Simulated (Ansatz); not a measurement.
A point defect in Al

Level of theory: DFT PBE, scalar-relativistic, plane waves, PAW in Ansatz 0.2.0. Run with 420 eV cutoff, 3×3×3 k-mesh, Gaussian smearing of 0.10 eV, no spin polarisation.

Host crystal, relaxed:

```
Al
1.0
     0.00000    2.02081    2.02081
     2.02081    0.00000    2.02081
     2.02081    2.02081    0.00000
Al
1
Direct
  0.00000 0.00000 0.00000
```

Supercell of 63 atoms, rows in host cell vectors: 0 1 -4; 1 -4 0; -4 0 1. Atoms relax at the host's cell from a start displaced at random by 0.06 Å near the defect, so other minima may exist. The cell is small, so energies carry finite-size errors of tenths of an eV. The host is a metal. Atoms are taken from and returned to the elements' standard states.

The defect is an interstitial at (0.500, 0.500, 0.500) of the host cell.

| charge | E_f at the valence band top (eV) | moment (μB) | largest move (Å) | atoms near the site |
| --- | --- | --- | --- | --- |
| 0 | 2.89 | 0.00 | 1.20 | 1 Al at 2.40 Å, 2 Al at 2.52 Å, 2 Al at 2.53 Å, 1 Al at 2.80 Å, 2 Al at 2.92 Å, 1 Al at 2.94 Å |

(1) Which element is it? Judge by the nearest distance in charge 0 and covalent radii.
A. Al
B. F
C. N
D. Mn
E. Mo

Results:

(1) A. The nearest neighbour is Al at 2.40 Å, and the summed covalent radii with Al are 2.42 Å for Al, 1.78 Å for F, 2.60 Å for Mn, 2.75 Å for Mo, 1.92 Å for N, so Al fits best. Bonds can miss such sums by a tenth of an ångström or more.

Cost: 2 runs of about 2.9 core-hours in all, on AMD EPYC 7571 (shared hosts).